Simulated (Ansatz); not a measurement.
# Nb under changes of volume

One of the cells (18.922 Å³/atom); the others are scaled copies at fixed shape and fractional positions:

```
CELL_PARAMETERS angstrom
0.00000 2.11500 2.11500
2.11500 0.00000 2.11500
2.11500 2.11500 0.00000
ATOMIC_POSITIONS crystal
Nb 0.00000 0.00000 0.00000
```

This isn't the form of Nb at room conditions, which is bcc.

```yaml
Program: Ansatz 0.2.0
Functional: LDA
Potentials_or_basis: Ansatz PAW
Cutoff: "420 eV (not typed: the program's choice for these potentials)"
k_mesh: 11 × 11 × 11
Occupations: fermi-dirac, width 0.05 eV
Spin: no spin polarisation
```

```tsv
volume (Å³/atom)	energy over the lowest point (meV/atom)	pressure (GPa)
17.786	0.00	-1.0
18.165	6.78	-4.7
18.543	21.87	-8.0
18.922	44.50	-11.0
19.300	73.92	-13.7
19.679	109.45	-16.1
20.057	?	?
```

**Question.** What does the run at 20.057 Å³/atom give?

**Answer.** Energy over the lowest point 150.45 meV/atom; pressure -18.3 GPa.

Worked out: A Birch-Murnaghan fit of order 3 (a polynomial in V^(-2/3)) to the other rows has its minimum at 17.69 Å³/atom, just outside them, with B0 = V·E''(V) = 188 GPa and B' = 3.9. It gives 150.42 meV/atom at 20.057 Å³/atom, against the run's 150.45, and -dE/dV = -18.4 GPa, against -18.3.

Energies are extrapolated to zero smearing.

Caveats: the PAW data sets come from PBE, with cores solved anew for the run's functional, which leaves a small shift of forces and pressure.
